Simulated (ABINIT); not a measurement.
SnSe2:

```xyz
3
Lattice="3.8110 0.0000 0.0000 -1.9055 3.3004 0.0000 0.0000 0.0000 6.1360" Properties=species:S:1:pos:R:3 pbc="T T T"
Sn    0.0000    0.0000    0.0000
Se    1.9055    1.1001    4.6081
Se    0.0000    2.2003    1.5279
```

Base run:

- Program: ABINIT 10.8.3 (patched build)
- Functional: PBE
- Potentials or basis: PseudoDojo NC SR PBE v0.5 stringent
- Cutoff: 1306 eV
- k mesh: 6 × 6 × 4
- Occupations: fermi-dirac, width 0.05 eV
- Spin: no spin polarisation

Its results: band gap on the k mesh 0.82 eV, indirect (least direct gap 1.10 eV); pressure 4.2 GPa; largest force 0.795 eV/Å.

Problem. The run is repeated on the same cell with these changes: potentials or basis from PseudoDojo NC SR PBE v0.5 stringent to SG15 NC PBE v1.2; cutoff from 1306 eV to 1061 eV; valence electrons from 70 to 26. What comes out?

Solution. Band gap on the k mesh 0.80 eV, indirect (least direct gap 1.07 eV); pressure 5.6 GPa; largest force 0.788 eV/Å.

Caveats: spin-orbit coupling is left out, which moves the levels of the heavy elements; this functional lacks dispersion, which binds the layers, so the pressure and a relaxed spacing across them are unreliable.

A k mesh can miss the band edges.

Not every run made on this cell is shown here.
